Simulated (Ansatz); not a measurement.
# ZnS (Wurtzite-6H) (P6_3mc) in Ansatz: notebook, part 2 of 2

Ansatz 0.2.0.

## (5) Relaxation of cell and atoms, RPBE+D3(BJ)

input.yaml reads:

```yaml
crystal:
  lattice:
    - [3.812, 0.0, 0.0]
    - [-1.906, 3.3012888392, 0.0]
    - [0.0, 0.0, 18.68999]
  atoms:
    - { symbol: Zn, position: [0.3333333333, 0.6666666667, 0.83333] }
    - { symbol: Zn, position: [0.6666666667, 0.3333333333, 0.33333] }
    - { symbol: Zn, position: [0.6666666667, 0.3333333333, 0.66667] }
    - { symbol: Zn, position: [0.3333333333, 0.6666666667, 0.16667] }
    - { symbol: Zn, position: [0.0, 0.0, 0.5] }
    - { symbol: Zn, position: [0.0, 0.0, 0.0] }
    - { symbol: S, position: [0.3333333333, 0.6666666667, 0.95833] }
    - { symbol: S, position: [0.6666666667, 0.3333333333, 0.45833] }
    - { symbol: S, position: [0.6666666667, 0.3333333333, 0.79167] }
    - { symbol: S, position: [0.3333333333, 0.6666666667, 0.29167] }
    - { symbol: S, position: [0.0, 0.0, 0.625] }
    - { symbol: S, position: [0.0, 0.0, 0.125] }
hamiltonian:
  xc: rpbe
  pseudopotentials: { kind: paw }
  dispersion: d3bj
kpoints:
  mp_grid: { grid: [8, 8, 2] }
scf:
  occupations: { method: fermi_dirac, width: 0.05 }
output:
  forces: true
  stress: true
relax:
  f_tol: 0.01
  max_steps: 40
  cell: { stress_tol: 0.05 }
```

Potentials or basis: Ansatz PAW.

Started as:

```
$ ansatz run input.yaml --threads 4 --pin off --max-ram 11264MiB --backend cpu --events-out ev --progress --plain --runs-dir out
```

What it wrote:

```text
Warning: RAYON_NUM_THREADS=4 ignored (pool sized by the plan → 4); use --threads N
Engine: ansatz 0.2.0, x86_64-unknown-linux-gnu
Pseudopotentials: kind: paw
Pseudopotential: Zn, paw, valence charge 12, recommended cutoff 420 eV (normal), Zn.paw.azcp
Pseudopotential: S, paw, valence charge 6, recommended cutoff 420 eV (normal), S.paw.azcp
Functional definition: RPBE
  parameter kappa = 0.804
  parameter beta = 0.06672455060314922
  exchange = rpbe_x(kappa = kappa, mu = beta*pi^2/3)
  correlation = pbe_c(beta = beta)
Crystal: 12 atoms, lattice volume = 235.204 Å³
Basis set: ecut = 420 eV, 4611 PW (Γ), exchange–correlation on 54×54×250 points (8 copies of the dense FFT grid, shifted against one another)
Bands: 66, of which v1, the nominal top of the filled ones, is band 54 counted from 1 (53 counted from 0)
Symmetry: 12 space group operations
Space group: P63mc (ITA 186), of the structure as read, at distance tolerance 6.2e-5 Å
k-points: 20 of 128
Non-local potential: Zn, projectors of the file, l = 0: 2, l = 1: 2, l = 2: 3, l = 3: 1
Non-local potential: S, projectors of the file, l = 0: 2, l = 1: 2, l = 2: 2
PAW form: soft (Blöchl's): semilocal exchange-correlation on the pseudo side does not see the compensation charge
PAW frozen core: Zn, regenerated for the run's functional, and the local potential with it (the file was generated under x = pbe(κ = 0.804, μ = 0.2195149727645171), c = pbe(β = 0.06672455060314922))
PAW frozen core: S, regenerated for the run's functional, and the local potential with it (the file was generated under x = pbe(κ = 0.804, μ = 0.2195149727645171), c = pbe(β = 0.06672455060314922))
PAW one-centre angular grid: Zn, 590 points (default); XC on 64 Gauss nodes
PAW one-centre angular grid: S, 110 points (default); XC on 64 Gauss nodes
[... 90 lines left out ...]
--- Forces (eV/Å), atoms counted from 1 ---
  atom   1  Zn    -0.00000000    -0.00000000     0.00156941
  atom   2  Zn     0.00000000     0.00000000     0.00156941
  atom   3  Zn    -0.00000000    -0.00000000     0.00198666
  atom   4  Zn     0.00000000     0.00000000     0.00198666
  atom   5  Zn     0.00000000     0.00000000     0.00136901
  atom   6  Zn    -0.00000000    -0.00000000     0.00136901
  atom   7  S      0.00000000     0.00000000    -0.00189760
  atom   8  S     -0.00000000    -0.00000000    -0.00189760
  atom   9  S      0.00000000     0.00000000    -0.00142889
  atom  10  S     -0.00000000    -0.00000000    -0.00142889
  atom  11  S     -0.00000000     0.00000000    -0.00159814
  atom  12  S     -0.00000000    -0.00000000    -0.00159814
  max |Σ_I F_I| component: 8.76e-7 eV/Å
--- Stress (GPa, compression-positive) ---
       -0.029056      -0.000000      -0.000000
       -0.000000      -0.029056       0.000000
       -0.000000       0.000000      -0.028449
  P = ⅓ Tr σ = -0.0289 GPa (-0.289 kbar)
--- Relaxed structure (4 steps of the walk, 4 accepted, 1 SCFs on fresh bases) ---
  F+E_penalty+E_count = -25403.33496401 eV   max|allowed force component| = 1.987e-3 eV/Å   (the final SCF, on the basis selected at the relaxed cell)
  cell:  # Å, volume = 217.5650 Å³
    - [3.7146098532239717, 3.805936409424264e-33, -1.110064786082077e-33]
    - [-1.8573049266119859, 3.216946498039944, 4.0026515580171984e-35]
    - [-1.1662662879239663e-32, 1.1468285164585666e-32, 18.20672790824803]
  atoms:
    - { symbol: Zn, position: [0.3333333333333333, 0.6666666666666666, 0.8332673880665469] }
    - { symbol: Zn, position: [0.6666666666666665, 0.3333333333333333, 0.33326738806654693] }
    - { symbol: Zn, position: [0.6666666666666665, 0.3333333333333333, 0.6666941081867472] }
    - { symbol: Zn, position: [0.3333333333333333, 0.6666666666666666, 0.16669410818674738] }
    - { symbol: Zn, position: [-9.158394651001483e-34, -4.5374566881527936e-33, 0.5000267159907277] }
    - { symbol: Zn, position: [1.3428173128933863e-33, 4.2911376107959296e-33, 2.671599072757144e-5] }
    - { symbol: S, position: [0.3333333333333333, 0.6666666666666666, 0.9582443291882211] }
    - { symbol: S, position: [0.6666666666666665, 0.3333333333333333, 0.4582443291882212] }
    - { symbol: S, position: [0.6666666666666665, 0.3333333333333333, 0.7916406873545361] }
    - { symbol: S, position: [0.3333333333333333, 0.6666666666666666, 0.29164068735453597] }
    - { symbol: S, position: [-4.6715562270964336e-33, -5.043059004832676e-33, 0.6251267712132208] }
    - { symbol: S, position: [4.348507664432039e-33, 4.913417385171169e-33, 0.1251267712132209] }
```

Wall time 44 s (4 threads of Intel Xeon at 2.70GHz, shared host); peak memory 0.78 GiB.

Results:

- Free energy: -25403.3350 eV
- Relaxed volume: 18.13 Å³/atom
- Relaxed cell: a = 3.715 Å, b = 3.715 Å, c = 18.207 Å, α = 90.00°, β = 90.00°, γ = 120.00°
- Space group after relaxing (to 0.05 Å): P6_3mc (No. 186)
- Energy gained by relaxing: 27.7 meV/atom
- Ionic steps: 5
- Pressure after relaxing: 0.0 GPa
- Band gap on the k mesh: 2.68 eV

Step by step:
| step | energy change (eV) | largest force (eV/Å) | volume (Å³) |
| --- | --- | --- | --- |
| 1 | 0.0000 | 0.0228 | 235.20 |
| 2 | -0.2771 | 0.0080 | 224.77 |
| 3 | -0.3410 | 0.0059 | 216.50 |
| 4 | -0.3416 | 0.0019 | 217.56 |
| 5 | -0.3323 | 0.0020 | 217.56 |

Final structure:
```cif
data_structure
_symmetry_space_group_name_H-M 'P 1'
_symmetry_Int_Tables_number 1
_cell_length_a 3.7146
_cell_length_b 3.7146
_cell_length_c 18.2067
_cell_angle_alpha 90.000
_cell_angle_beta 90.000
_cell_angle_gamma 120.000
_cell_volume 217.56
loop_
_atom_site_label
_atom_site_type_symbol
_atom_site_fract_x
_atom_site_fract_y
_atom_site_fract_z
_atom_site_occupancy
Zn1 Zn 0.33333 0.66667 0.83327 1
Zn2 Zn 0.66667 0.33333 0.33327 1
Zn3 Zn 0.66667 0.33333 0.66669 1
Zn4 Zn 0.33333 0.66667 0.16669 1
Zn5 Zn 0.00000 0.00000 0.50003 1
Zn6 Zn 0.00000 0.00000 0.00003 1
S1 S 0.33333 0.66667 0.95824 1
S2 S 0.66667 0.33333 0.45824 1
S3 S 0.66667 0.33333 0.79164 1
S4 S 0.33333 0.66667 0.29164 1
S5 S 0.00000 0.00000 0.62513 1
S6 S 0.00000 0.00000 0.12513 1
```

Caveat: the plane-wave basis is chosen anew once the cell has moved, so the energies of steps on either side of that aren't comparable; the PAW data sets come from PBE, with cores solved anew for the run's functional, which leaves a small shift of forces and pressure. A k mesh can miss the band edges.

## (6) Overview

| task | level | cell | smearing | gap on the mesh (eV) | pressure (GPa) | relaxed volume (Å³/atom) |
| --- | --- | --- | --- | --- | --- | --- |
| single point | PBE | as given | gaussian 0.014 eV | 2.16 | 2.1 | - |
| relaxation of cell and atoms | RPBE+D4 | relaxed | fermi-dirac 0.05 eV | 2.41 | 0.0 | 19.27 |
| relaxation of cell and atoms | PBEsol+D3(BJ) | relaxed | fermi-dirac 0.05 eV | 2.23 | 0.0 | 18.69 |
| relaxation of cell and atoms | RPBE+D3(BJ) | relaxed | fermi-dirac 0.05 eV | 2.68 | 0.0 | 18.13 |

Alike in all rows: potentials or basis Ansatz PAW; no spin polarisation; k mesh 8 × 8 × 2; cutoff (eV) 420.

Caveats: the plane-wave basis is chosen anew once the cell has moved, so the energies of steps on either side of that aren't comparable (some runs); the PAW data sets come from PBE, with cores solved anew for the run's functional, which leaves a small shift of forces and pressure (some runs); the cell's inner coordinates are idealised or old, which leaves forces on the atoms (some runs).

Total energies depend on the potentials used, so only differences within one code and one set of settings carry meaning.

## (7) How close it comes

Step 2. A measured gap of ZnS is 3.911 eV (direct; 4 K; a printed reference work, monograph); the calculated 2.16 eV misses it by -1.75 eV. The value is that of PBE on a finite k mesh, which can miss the band edges, without temperature or zero-point motion. Semilocal functionals fall short of measured gaps as a rule.
